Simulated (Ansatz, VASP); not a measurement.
**C: VASP beside Ansatz**

```
C
1.0
     6.27294    0.00000    0.00000
    -3.13647    5.43252    0.00000
     0.00000    0.00000    1.28392
C
3
Direct
  0.00000 0.00000 0.00000
  0.33333 0.66667 0.50000
  0.66667 0.33333 0.50000
```

Alike in both runs: functional PBE; k mesh 6 × 6 × 20; occupations gaussian, width 0.02 eV; no spin polarisation.

Ansatz relaxed the structure, and its values are those at the end. VASP's run is a single point on that final structure, the one shown.

|  | VASP | Ansatz |
| --- | --- | --- |
| version | VASP 6.6.1 | Ansatz 0.2.0 |
| potentials or method | VASP PAW PBE potentials, release 64 (C) | scalar-relativistic, plane waves, PAW |
| plane-wave cutoff (eV) | 520 | 420 |
| valence electrons in the cell | 12 | 12 |

```csv
,VASP,Ansatz,Ansatz less VASP
gap on the k mesh at the Fermi level (eV),none,none,-
pressure (GPa),-0.2,0.0,+0.16
```

A gap of «none» marks a metal or a gap that the smearing closes.
